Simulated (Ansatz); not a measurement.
# LiNbO3: the cell at several levels of theory

An exercise on one series of results from a longer session: the logs are not shown, and one member is left open.

Code: Ansatz 0.2.0. PAW datasets, plane waves, zero pressure. Calculated at 0 K for a non-magnetic cell.

## The structure to begin with

The symmetry is R3c (No. 161, trigonal); conventional cell a = 5.152 Å, c = 13.869 Å, 10.63 Å³ an atom. Near Li stand 6 O at 2.07–2.24 Å; near Nb stand 6 O at 1.88–2.13 Å; near O stand 2 Nb at 1.88–2.13 Å and 2 Li at 2.07–2.24 Å.

Coordinates:

```
Li Nb O
1.0
     2.57580    1.48714    4.62300
    -2.57580    1.48714    4.62300
     0.00000   -2.97428    4.62300
Li Nb O
2 2 6
Direct
  0.28150 0.28150 0.28150
  0.78150 0.78150 0.78150
  0.00006 0.00006 0.00006
  0.50006 0.50006 0.50006
  0.11231 0.35836 0.71959
  0.71959 0.11231 0.35836
  0.35836 0.71959 0.11231
  0.21959 0.85836 0.61231
  0.85836 0.61231 0.21959
  0.61231 0.21959 0.85836
```

Set-up of the first run:

The input, input.yaml:

```yaml
crystal:
  lattice:
    - [2.5758, 1.4871388234, 4.623]
    - [-2.5758, 1.4871388234, 4.623]
    - [0.0, -2.9742776468, 4.623]
  atoms:
    - { symbol: Li, position: [0.2815, 0.2815, 0.2815] }
    - { symbol: Li, position: [0.7815, 0.7815, 0.7815] }
    - { symbol: Nb, position: [5.5e-05, 5.5e-05, 5.5e-05] }
    - { symbol: Nb, position: [0.500055, 0.500055, 0.500055] }
    - { symbol: O, position: [0.11231, 0.35836, 0.71959] }
    - { symbol: O, position: [0.71959, 0.11231, 0.35836] }
    - { symbol: O, position: [0.35836, 0.71959, 0.11231] }
    - { symbol: O, position: [0.21959, 0.85836, 0.61231] }
    - { symbol: O, position: [0.85836, 0.61231, 0.21959] }
    - { symbol: O, position: [0.61231, 0.21959, 0.85836] }
kpoints:
  mp_grid: { grid: [6, 6, 6] }
hamiltonian:
  xc: pbe
scf:
  occupations: { method: fermi_dirac, width: 0.02 }
relax:
  f_tol: 0.005
  cell: {}
output:
  write_density: true
  write_potential: true
  elf: true
  volumetric_format: npy
```

Run with:

```
$ ansatz run input.yaml --threads 8 --pin off --max-ram 20275MiB --backend cpu --events-out ev --progress --plain --runs-dir out
```

Among the steps run: PBE: cell and atoms; Relaxation with r2SCAN; Relaxing with PBEsol; Relaxing with LDA.

One of the session's tables, all rows but one given; the rest of the session is left out.

| level | a (Å) | c (Å) | volume (Å³/atom) |
| --- | --- | --- | --- |
| PBE | 5.190 | 14.014 | 10.895 |
| r2SCAN | 5.137 | 13.885 | 10.579 |
| PBEsol | ? | ? | ? |
| LDA | 5.068 | 13.687 | 10.148 |

**Question.** Estimate the row for PBEsol.

The run gave: a (Å): 5.135; c (Å): 13.825; volume (Å³/atom): 10.522. In the column «a (Å)» it lies between LDA (5.068) and r2SCAN (5.137).
